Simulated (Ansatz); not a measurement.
## The bulk modulus of Ge, sorted by core time

It takes space group Fd-3m (No. 227, cubic). The conventional cell has a = 5.658 Å, b = 5.658 Å, c = 5.658 Å, α = 90.00°, β = 90.00°, γ = 90.00°. Ge (site symmetry -43m) is surrounded by 4 Ge at 2.45 Å.

```csv
rung,level,program and potentials,cutoff (eV),k mesh,smearing,spin,core time,chip,bulk modulus (GPa),miss,notes
GGA + dispersion,PBEsol+D4,"Ansatz, Ansatz PAW",420,8 × 8 × 8,fermi-dirac 0.05,off,9.1 s,Intel Xeon Skylake/Cascade Lake,69.4,-8.4 %,"potentials made for PBE, which Ansatz adapts in part"
GGA + dispersion,RPBE+D4,"Ansatz, Ansatz PAW",420,8 × 8 × 8,fermi-dirac 0.05,off,10 s,AMD EPYC 7B13 Zen 3,64.8,-14.5 %,"potentials made for PBE, which Ansatz adapts in part"
LDA,LDA,"Ansatz, PseudoDojo LDA",1061,8 × 8 × 8,fermi-dirac 0.05,off,19 s,Intel Xeon Skylake/Cascade Lake,70.3,-7.3 %,-
GGA + dispersion,BLYP+D4,"Ansatz, Ansatz PAW",420,8 × 8 × 8,fermi-dirac 0.05,off,26 s,Intel Xeon Skylake/Cascade Lake,58.1,-23.4 %,"potentials made for PBE, which Ansatz adapts in part"
GGA,PBEsol,"Ansatz, PseudoDojo PBEsol",1061,8 × 8 × 8,fermi-dirac 0.05,off,28 s,Arm Neoverse V1,66.1,-12.8 %,-
GGA,PBEsol,"Ansatz, Ansatz PAW",420,8 × 8 × 8,fermi-dirac 0.05,"SOC, no magnetisation",50 s,Arm Neoverse V1,(a),?,"potentials made for PBE, which Ansatz adapts in part"
hybrid,HSEsol,"Ansatz, Ansatz PAW",420,4 × 4 × 4,fermi-dirac 0.05,off,92 s,AMD EPYC 7B13 Zen 3,79.4,+4.7 %,"coarse mesh; potentials made for PBE, which Ansatz adapts in part"
hybrid,PBE0,"Ansatz, Ansatz PAW",420,4 × 4 × 4,fermi-dirac 0.05,off,1.8 min,AMD EPYC 7B13 Zen 3,75.5,-0.4 %,"coarse mesh; potentials made for PBE, which Ansatz adapts in part"
hybrid,r2SCAN50,"Ansatz, Ansatz PAW",500,4 × 4 × 4,fermi-dirac 0.05,off,2 min,Arm Neoverse V2,89.5,+18.1 %,"coarse mesh; potentials made for PBE, which Ansatz adapts in part"
meta-GGA,r2SCAN,"Ansatz, Ansatz PAW",500,8 × 8 × 8,fermi-dirac 0.05,"SOC, no magnetisation",2 min,Arm Neoverse V2,70.1,-7.5 %,"potentials made for PBE, which Ansatz adapts in part"
hybrid,PBE0,"Ansatz, Ansatz PAW",420,6 × 6 × 6,fermi-dirac 0.05,off,3.9 min,AMD EPYC 7R13 Zen 3,(b),?,"potentials made for PBE, which Ansatz adapts in part"
hybrid,LC-wPBE,"Ansatz, Ansatz PAW",420,4 × 4 × 4,fermi-dirac 0.05,off,5.4 min,AMD EPYC Zen 3,98.0,+29.3 %,"coarse mesh; potentials made for PBE, which Ansatz adapts in part"
```

Times are single runs on shared hosts and different chips, so they are rough; meshes, cutoffs and the tasks' sizes weigh on the time. Task: equation of state. Smearing widths are in eV. The cell comes from a database and isn't always the measured one. For a metal such meshes aren't converged. Meshes differ between rows, which moves values too. Meshes are those of the run's cell of 2 atoms unless a note names another. Misses use the values as printed. Runs on faulty files, with rough fits or with known faults for this quantity aren't shown.

Measured: 75.8 GPa (arxiv:1908.00180). The runs are for a static lattice.

Problem. Estimate the values left out from the other rows.

Solution. (a) 66.5 GPa, miss -12.3 %; (b) 74.7 GPa, miss -1.5 %.
